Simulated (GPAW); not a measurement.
Runs of GPAW 26.7.0 on HgTe (Coloradoite). Symmetry: F-43m, No. 216, cubic system. Conventional cell: a = 6.429 Å, b = 6.429 Å, c = 6.429 Å, α = 90.00°, β = 90.00°, γ = 90.00°. Around Hg (site symmetry -43m) lie 4 Te at 2.78 Å. Around Te (site symmetry -43m) lie 4 Hg at 2.78 Å. 

| task | level | potentials or basis | spin | cutoff (eV) | maxiter | convergence | band path | band points | spin axis theta (degrees) | other keys | gap on the mesh (eV) | pressure (GPa) |
| --- | --- | --- | --- | --- | --- | --- | --- | --- | --- | --- | --- | --- |
| single point | PBE | GPAW PAW data sets (gpaw-data 1.2.1), pw | off | 450 | 120 | default | - | - | - | - | none | 4.2 |
| band structure | TASK | GPAW PAW data sets (gpaw-data 1.2.1), pw | SOC, no magnetisation | 600 | 150 | - | GXWKGLUWLK,UX | 80 | 0 | - | - | 7.6 |
| band structure | r2SCAN | GPAW PAW data sets (gpaw-data 1.2.1), pw | SOC, no magnetisation | 600 | 150 | - | GXWKGLUWLK,UX | 80 | 0 | - | - | (a) |
| band structure | LDA | JTH PAW 2.0, LDA, pw | off | 600 | 150 | - | GXWKGLUWLK,UX | 100 | - | - | - | 0.5 |
| single point | PBE | GPAW PAW data sets (gpaw-data 1.2.1), pw | off | 900 | 50 | - | - | - | - | several, not listed | none | (b) |

Alike in all rows: cell as given; k mesh 6 × 6 × 6; smearing fermi-dirac 0.05 eV.

**Question.** Fill in the values left out.

**Answer.** (a) 3.3; (b) 4.6.

Caveats: spin-orbit coupling was added after a scalar SCF, so levels and gaps hold it while energy, forces, pressure and moments don't (some runs); this program's spin-orbit splittings come out too wide for heavy elements (some runs); the PAW data sets were made with another functional, which shifts forces and pressure a little (some runs); the cutoff is short for stress and forces, so pressures can be off by a GPa or more (some runs); the program truncates these outside data sets (some runs); spin-orbit coupling is left out, which moves the levels of the heavy elements (some runs).

A k mesh can miss the band edges, and rows without SOC leave out spin-orbit coupling on Hg, Te.

A gap of «none» marks a metal or a gap under the smearing width.

The runs don't all hold the same shells in valence.
